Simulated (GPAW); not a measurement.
# Co in GPAW: reference runs

Reference runs on Co: the cell as given.

Program: GPAW 26.7.0. These are calculated values, not measurements. Logs are shortened: lines on timing, memory, paths and dates and some standing lists are left out, and cuts for length are marked. The log counts tension as positive stress, the text compression.

## Step 1: The cell of the first run

The cell holds a slab with vacuum, 6 atoms: a = 2.487 Å, b = 2.487 Å, c = 25.078 Å, α = 90.00°, β = 90.00°, γ = 120.00°.

## Step 2: Single point, PBE, collinear spin, ferromagnetic start (the (0 0 1) slab of Co, cut from the database cell, not relaxed)

Contents of run.py:

```python
import numpy as np
from ase import Atoms
from ase.dft.bandgap import bandgap
from ase.io import write
from ase.units import Bohr
from gpaw import GPAW, PW
from gpaw.elf import elf_from_dft_calculation

atoms = Atoms(['Co', 'Co', 'Co', 'Co', 'Co', 'Co'],
              cell=[[2.4873648738, 0, 0.0],
                    [-1.2436824369, 2.1541211692, 0.0],
                    [0.0, 0.0, 25.0780875629]],
              scaled_positions=[[0.66666667, 0.33333334, 0.299065867],
                                [0.33333333, 0.66666666, 0.3768831468],
                                [0.66666667, 0.33333334, 0.4610913601],
                                [0.33333333, 0.66666666, 0.5389086399],
                                [0.66666667, 0.33333334, 0.6231168532],
                                [0.33333333, 0.66666666, 0.700934133]],
              pbc=True)
atoms.set_initial_magnetic_moments([2.0, 2.0, 2.0, 2.0, 2.0, 2.0])
atoms.pbc = (True, True, False)

calc = GPAW(mode=PW(450),
            xc='PBE',
            kpts={'size': (12, 12, 1), 'gamma': True},
            occupations={'name': 'fermi-dirac', 'width': 0.05},
            nbands=53,
            convergence={'density': 1e-05, 'energy': 1e-05},
            maxiter=150,
            poissonsolver={'dipolelayer': 'xy'},
            txt='gpaw.txt')
atoms.calc = calc
energy = atoms.get_potential_energy()
forces = atoms.get_forces()
calc.write('gs.gpw')
write('result.traj', atoms)
print(f'Energy: {energy:.6f} eV')
print('Forces (eV/A):')
print(forces.round(4))
print('Moments:', calc.get_magnetic_moments().round(3))
print('Fermi level:', round(calc.get_fermi_level(), 4), 'eV')
print(f'Gap: {bandgap(calc)[0]:.4f} eV, direct: {bandgap(calc, direct=True)[0]:.4f} eV')

v = calc.get_electrostatic_potential().mean(axis=(0, 1))
z = np.arange(len(v)) * atoms.cell[2, 2] / len(v)
ef = calc.get_fermi_level()
np.savetxt('planar.dat', np.c_[z, v], fmt='%.4f')
below, above = np.interp([1.5, atoms.cell[2, 2] - 1.5], z, v) - ef
print(f'Work functions: bottom {below:.4f} eV, top {above:.4f} eV')
print('Dipole moment:', *calc.get_dipole_moment().round(5), 'e A')

# fields on the real-space grid
write('density.cube', atoms, data=calc.get_pseudo_density() * Bohr**3)
write('potential.cube', atoms, data=calc.get_electrostatic_potential())
write('spin.cube', atoms, data=(calc.get_pseudo_density(spin=0) - calc.get_pseudo_density(spin=1)) * Bohr**3)
write('elf.cube', atoms, data=elf_from_dft_calculation(calc).data)
```

Potentials or basis: GPAW PAW data sets (gpaw-data 1.2.1), pw.

On the command line:

```console
OMP_NUM_THREADS=1 python run.py
```

gpaw.txt:

```text
__  _  _
 | _ |_)|_||  |
 |__||  | ||/\| - 26.7.0

Input parameters:
  mode=PW(ecut=450.00000000000006),
  convergence={'density': 1e-05, 'energy': 1e-05},
  kpts=MonkhorstPack(size=(12, 12, 1), gamma=True),
  maxiter=150,
  nbands=53,
  occupations=Occupations(name='fermi-dirac', width=0.05),
  poissonsolver=PoissonSolver(dipolelayer='xy'),
  xc=XC(name='PBE')

Diagonalizing LCAO Hamiltonian
Converting LCAO to pw mode

        Co

          Co

        Co

          Co

        Co

          Co

Atoms  # Å, Bohr magnetons
|   | symbol |        x |        y |         z |    initial magnetic moments |
|---|--------|----------|----------|-----------|-----------------------------|
| 0 |     Co | 1.243682 | 0.718040 |  7.500000 | ( 0.0000,  0.0000,  2.0000) |
| 1 |     Co | 0.000000 | 1.436081 |  9.451509 | ( 0.0000,  0.0000,  2.0000) |
| 2 |     Co | 1.243682 | 0.718040 | 11.563290 | ( 0.0000,  0.0000,  2.0000) |
| 3 |     Co | 0.000000 | 1.436081 | 13.514798 | ( 0.0000,  0.0000,  2.0000) |
| 4 |     Co | 1.243682 | 0.718040 | 15.626579 | ( 0.0000,  0.0000,  2.0000) |
| 5 |     Co | 0.000000 | 1.436081 | 17.578088 | ( 0.0000,  0.0000,  2.0000) |

Unit cell  # Å
| periodic |         x |        y |         z |   lengths |     angles |
|----------|-----------|----------|-----------|-----------|------------|
|      yes |  2.487365 | 0.000000 |  0.000000 |  2.487365 |  90.000000 |
|      yes | -1.243682 | 2.154121 |  0.000000 |  2.487365 |  90.000000 |
|       no |  0.000000 | 0.000000 | 25.078088 | 25.078088 | 120.000000 |

Number of symmetries: 12
Symmetry operations  # r_c * U_cc + t_c -> r_c
|    | kind |            matrix            |
|----|------|------------------------------|
|  0 |  σ   |  1, 1, 0,  0,-1, 0,  0, 0, 1 |
|  1 |  S6  |  1, 1, 0, -1, 0, 0,  0, 0,-1 |
|  2 |  E   |  1, 0, 0,  0, 1, 0,  0, 0, 1 |
|  3 |  C2  |  1, 0, 0, -1,-1, 0,  0, 0,-1 |
|  4 |  C2  |  0, 1, 0,  1, 0, 0,  0, 0,-1 |
|  5 |  C3  |  0, 1, 0, -1,-1, 0,  0, 0, 1 |
|  6 |  S6  |  0,-1, 0,  1, 1, 0,  0, 0,-1 |
|  7 |  σ   |  0,-1, 0, -1, 0, 0,  0, 0, 1 |
|  8 |  σ   | -1, 0, 0,  1, 1, 0,  0, 0, 1 |
|  9 |  i   | -1, 0, 0,  0,-1, 0,  0, 0,-1 |
| 10 |  C3  | -1,-1, 0,  1, 0, 0,  0, 0, 1 |
| 11 |  C2  | -1,-1, 0,  0, 1, 0,  0, 0,-1 |

BZ-sampling:
  Number of BZ points: 144
  Number of IBZ points: 19

  Monkhorst-Pack size: [12, 12, 1]
  Monkhorst-Pack shift: [0.041666666666666664, 0.041666666666666664, 0.0]

K-points  # in reciprocal-cell coordinates
|     |                                coordinates |     weight |
|-----|--------------------------------------------|------------|
|   0 | ( -0.00000000,  -0.00000000,   0.00000000) | 0.00694444 |
|   1 | (  0.08333333,  -0.00000000,   0.00000000) | 0.04166667 |
|   2 | (  0.16666667,  -0.08333333,   0.00000000) | 0.04166667 |
|   3 | (  0.16666667,  -0.00000000,   0.00000000) | 0.04166667 |
|   4 | (  0.25000000,  -0.08333333,   0.00000000) | 0.08333333 |
|   5 | (  0.25000000,  -0.00000000,   0.00000000) | 0.04166667 |
|   6 | (  0.33333333,  -0.16666667,   0.00000000) | 0.04166667 |
|   7 | (  0.33333333,  -0.08333333,   0.00000000) | 0.08333333 |
|   8 | (  0.33333333,  -0.00000000,   0.00000000) | 0.04166667 |
|   9 | (  0.33333333,   0.33333333,   0.00000000) | 0.01388889 |
| ... |                                            |            |
|  18 | (  0.50000000,   0.50000000,   0.00000000) | 0.02083333 |

Plane wave coefficients: 2963
Cutoff: 450.00000000000006 eV

Spin-components: 2 (collinear spins)
Bands:           53
Projectors:      36
Spin-degeneracy: 1
Datatype:        complex128

Parallelization:
  kpt:    1
  domain: 1
  band:   1

Density:
  Valence electrons: 54.0
  Components: 2
  Grid points: [ 14  14 125]
  Charge: 0.0  # |e|

Potential:
  Grid points: [ 14  14 125]

species:
  Co:
    name:    Cobalt
    Z:       27.0
    valence: 9
    core:    18
    charge:  0.0  # [|e|]
    compensation charges:
      type: gauss
      rc: 0.32  # [Å]
      lmax: 2
    cutoffs:
      filter: 1.87  # [Å]
      core: 2.55  # [Å]
    projectors
    | kind |    occ | energy [eV] | rcut [Å] |
    |------|--------|-------------|----------|
    |   4s |  2.000 |      -5.469 |    1.005 |
    |   4p |  0.000 |      -1.277 |    1.058 |
    |   3d |  7.000 |      -8.205 |    1.005 |
    |    s |        |      21.742 |    1.005 |
    |    p |        |      25.934 |    1.058 |
    |    d |        |      19.007 |    1.005 |

    Using partial waves for Co as LCAO basis

Reference energy: -227416.259434  # eV

eigensolver:
  PPCG
  Converge bands: occupied
  niter=2

density mixing:
  MSR1-Mixer
  Pratt-step length: 0.05
  Maximum mixing coefficient: 0.75
  Old densities: 10
  SVD Regularization: 0.005
  Good broyden scale: 1.0
  Trust region scale: 1.0
  Backstep threshold: 4.0
  History deletion threshold: 6.0
  Fourier metric: weight=20.0, sigma=0.015

occupation numbers:
  Fermi-Dirac:
    width: 0.0500  # eV

<gpaw.new.pw.poisson.DipoleLayerPWPoissonSolver object>
xc functional:
  name: PBE with 2 nearest neighbor stencil

convergence criteria:
- Maximum integral of absolute [dens]ity change: 1e-05 electrons / valence electron
- Maximum [total energy] change in last 3 cyles: 1e-05 eV / valence electron
- Maximum integral of absolute [eigenst]ate change: 4e-08 eV^2 / valence electron
maximum number of iterations: 150

SCF iterations
|iter     | |      energy | eigst |  dens |  magmom |
|---------|-|-------------|-------|-------|---------|
|iter:   1| |  -47.359891 | +0.38 |       | +12.0189|
|iter:   2| |  -48.393636 | -1.34 | -1.11 | +11.9311|
|iter:   3| |  -47.409531 | -2.13 | -0.82 | +11.9442|
|iter:   4| |  -47.179847 | -2.46 | -1.13 | +11.8424|
|iter:   5| |  -47.004104 | -2.31 | -1.14 | +11.7168|
|iter:   6| |  -46.940116 | -2.23 | -1.24 | +11.5474|
|iter:   7| |  -46.942195 | -3.03 | -1.34 | +11.4654|
|iter:   8| |  -46.976968 | -2.69 | -1.36 | +11.1729|
|iter:   9| |  -47.034872 | -2.95 | -1.49 | +10.8939|
|iter:  10| |  -47.090583 | -3.30 | -1.59 | +10.5516|
|iter:  11| |  -47.121576 | -2.79 | -1.76 | +10.2256|
|iter:  12| |  -47.117348 | -3.81 | -1.85 | +10.1755|
|iter:  13| |  -47.120080 | -4.30 | -2.23 | +10.1174|
|iter:  14| |  -47.122782 | -4.08 | -2.38 | +10.0174|
|iter:  15| |  -47.123383 | -4.62 | -2.70 | +10.0116|
|iter:  16| |  -47.123442 | -5.23 | -2.97 | +10.0244|
|iter:  17| |  -47.123474c| -5.71 | -3.24 | +10.0397|
|iter:  18| |  -47.123467c| -6.44 | -3.58 | +10.0431|
|iter:  19| |  -47.123470c| -7.03 | -3.90 | +10.0449|
|iter:  20| |  -47.123465c| -7.39 | -3.84 | +10.0464|
|iter:  21| |  -47.123465c| -7.99c| -4.01 | +10.0472|
|iter:  22| |  -47.123464c| -7.65c| -4.68 | +10.0469|
|iter:  23| |  -47.123465c| -8.19c| -4.81 | +10.0472|
|iter:  24| |  -47.123465c| -8.65c| -5.29c| +10.0472|

Converged in 24 steps
Energy contributions relative to reference atoms: (reference = -227416.259434)

Energy contributions:
  Kinetic:          49.337993
  Coulomb:         -40.855520
  Zero:              1.524278
  External:          0.000000
  Xc:              -57.107644
  Entropy:          -0.045143
  Spinorbit:         0.000000
  ----------------------------
  Free energy:     -47.146036
  Extrapolated:    -47.123465

dipole moment: (-0.000003, -0.000005, -0.000063)  # |e|*Ang

Total magnetic moment: (0.000000, 0.000000, 10.047198)

Local magnetic moments
|        x |        y |        z |
|----------|----------|----------|
| 0.000000 | 0.000000 | 1.764007 |  # Co   0
| 0.000000 | 0.000000 | 1.748583 |  # Co   1
| 0.000000 | 0.000000 | 1.712290 |  # Co   2
| 0.000000 | 0.000000 | 1.712290 |  # Co   3
| 0.000000 | 0.000000 | 1.748583 |  # Co   4
| 0.000000 | 0.000000 | 1.764007 |  # Co   5

Fermi level: 2.712
Eigenvalues  # (at kpt = [-0.000, -0.000, 0.000])
| band index |      eig [eV] | occ [0-1] |      eig [eV] | occ [0-1] |
|------------|---------------|-----------|---------------|-----------|
|          0 |        -6.159 |     1.000 |        -6.163 |     1.000 |
|        ... |               |           |               |           |
|         22 |         0.762 |     1.000 |         2.004 |     1.000 |
|         23 |         0.851 |     1.000 |         2.511 |     0.982 |
|         24 |         0.851 |     1.000 |         2.745 |     0.340 |
|         25 |         1.081 |     1.000 |         2.745 |     0.340 |
|         26 |         1.081 |     1.000 |         2.746 |     0.337 |
|         27 |         1.323 |     1.000 |         3.018 |     0.002 |
[... 8 lines left out ...]
|         36 |         2.723 |     0.447 |         3.768 |     0.000 |
|         37 |         7.263 |     0.000 |         7.256 |     0.000 |
|        ... |               |           |               |           |
|         52 |        25.552 |     0.000 |        25.320 |     0.000 |

No gap
No difference between direct/indirect transitions
vacuum-level: 7.679  # V
Workfunctions: 4.966, 4.966 eV (top, bottom)

Forces  # eV/Ang
|        x |        y |        z |
|----------|----------|----------|
|  0.00000 |  0.00000 | -0.05878 |  # Co   0
| -0.00000 |  0.00000 |  0.24964 |  # Co   1
|  0.00000 |  0.00000 | -0.45779 |  # Co   2
|  0.00000 |  0.00000 |  0.45779 |  # Co   3
| -0.00000 | -0.00000 | -0.24964 |  # Co   4
| -0.00000 |  0.00000 |  0.05878 |  # Co   5

# Writing to gs.gpw (mode='')
```

Wall time 3.7 min (1 thread of Arm Neoverse V2, shared host); peak memory 0.29 GiB.

Results:

* Free energy: -47.1460 eV
* Largest force: 0.458 eV/Å
* Band gap on the k mesh: none (metal or under the smearing width)
* Net moment: 10.05 μB per cell
* Site moments: Co +1.76, +1.75, +1.71 μB
* Dipole across the slab: 0.00 e·Å
* Work function of the upper face: 4.97 eV
* Work function of the lower face: 4.97 eV

Forces in eV/Å, atoms in the order of the input:
```
Co   0.000  0.000 -0.059
Co   0.000  0.000  0.250
Co   0.000  0.000 -0.458
Co   0.000  0.000  0.458
Co   0.000  0.000 -0.250
Co   0.000  0.000  0.059
```
